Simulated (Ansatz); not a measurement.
Isomers of C6H6O, relaxed with PBE0-D4/def2-TZVP in Ansatz; electronic energies, one conformer each and not always the lowest. Functionals use def2-TZVPP; CBS adds triple-zeta CCSD(T) − MP2 to the MP2 limit of def2-TZVPP and def2-QZVPP.

(1) Order them by energy at frozen-core CCSD(T)/CBS, lowest first. (An estimate is asked.)
A. `C=Cc1ccco1`
B. `O=C1C=CC=CC1`
C. `Oc1ccccc1`
D. `O=C1C=CCC=C1`

(2) How do PBE-D4, MP2/CBS(def2), HF/CBS(def2), ωB97M-V place them (kcal/mol, against `Oc1ccccc1`)? (Estimate.)

## Answers

(1) C (0.0 kcal/mol), D (17.7 kcal/mol), B (19.4 kcal/mol), A (27.6 kcal/mol).

(2) Computed: 
```
        isomer  PBE-D4  MP2/CBS(def2)  HF/CBS(def2)  ωB97M-V
`O=C1C=CCC=C1`    18.6           23.3          14.3     18.5
`O=C1C=CC=CC1`    19.5           24.9          17.0     19.9
  `C=Cc1ccco1`    26.9           30.4          29.3     27.9
```
